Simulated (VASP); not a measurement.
## KCl: relaxation of the atoms with r2SCAN

KCl:

```xyz
2
Lattice="3.6944 0.0000 0.0000 0.0000 3.6944 0.0000 0.0000 0.0000 3.6944" Properties=species:S:1:pos:R:3 pbc="T T T"
K     0.0000    0.0000    0.0000
Cl    1.8472    1.8472    1.8472
```

Measurements of this composition are mostly on another form, of space group No. 225.

The cell isn't the ideal one: a relaxed cell with its volume scaled by 0.94.

* Program: VASP 6.6.1
* Task: relaxation of the atoms
* Functional: r2SCAN
* Potentials or basis: VASP PAW PBE potentials, release 64 (K_sv, Cl)
* Cutoff: 600 eV
* k mesh: 8 × 8 × 8
* Occupations: gaussian, width 0.03 eV
* Spin: no spin polarisation
* Further INCAR settings: ALGO = Normal; EDIFF = 1e-07; IBRION = 2; EDIFFG = -0.01; NSW = 40

The pressure after relaxing is 1.7 GPa. The band gap on the k mesh is 6.13 eV, indirect (least direct gap 6.35 eV).

Final structure:
```xyz
2
Lattice="3.6944 0.0000 0.0000 0.0000 3.6944 0.0000 0.0000 0.0000 3.6944" Properties=species:S:1:pos:R:3 pbc="T T T"
K     0.0000    0.0000    0.0000
Cl    1.8472    1.8472    1.8472
```

Levels at points of the mesh, in eV from the valence-band top:
| k point | band 4 | band 5 | band 6 | band 7 | band 8 | band 9 | band 10 | band 11 | band 12 |
| --- | --- | --- | --- | --- | --- | --- | --- | --- | --- |
| (0.00, 0.00, 0.00) | -11.59 | -11.59 | -0.23 | -0.23 | -0.23 | 6.13 | 7.01 | 7.01 | 11.75 |
| (0.50, 0.00, 0.00) | -11.54 | -11.43 | -2.08 | -0.27 | -0.27 | 8.58 | 9.08 | 9.68 | 10.85 |
| (0.50, 0.50, 0.00) | -11.90 | -11.51 | -1.40 | -1.40 | 0.00 | 6.89 | 8.16 | 9.76 | 9.76 |
| (0.50, 0.50, 0.50) | -11.82 | -11.82 | -1.62 | -1.62 | -1.62 | 9.89 | 9.89 | 9.89 | 11.25 |

Run time: 88 s on 1 thread of Intel(R) Xeon(R) Platinum 8488C (Sapphire Rapids) (shared host), peak memory 0.18 GiB.

Caveat: the relaxation stopped at its first step, so nothing moved; the PAW data sets were made with another functional, which shifts forces and pressure a little. A k mesh can miss the band edges.
